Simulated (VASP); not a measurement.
The system is GaAs.

```
Ga As
1.0
     0.00000    2.83140    2.83140
     2.83140    0.00000    2.83140
     2.83140    2.83140    0.00000
Ga As
1 1
Direct
  0.00000 0.00000 0.00000
  0.25000 0.25000 0.25000
```

Base run:

| Property | Result |
| --- | --- |
| Program | VASP 6.6.1 |
| Functional | PBE |
| Potentials or basis | VASP PAW PBE potentials, release 64 (Ga_d, As) |
| Cutoff | 520 eV |
| k mesh | 10 × 10 × 10 |
| Occupations | gaussian, width 0.03 eV |
| Spin | no spin polarisation |

Its results: band gap on the k mesh 0.48 eV, direct.

**Question.** The run is repeated on the same cell with these changes: functional from PBE to TB-mBJ. What comes out?

**Answer.** Band gap on the k mesh 1.55 eV, direct.
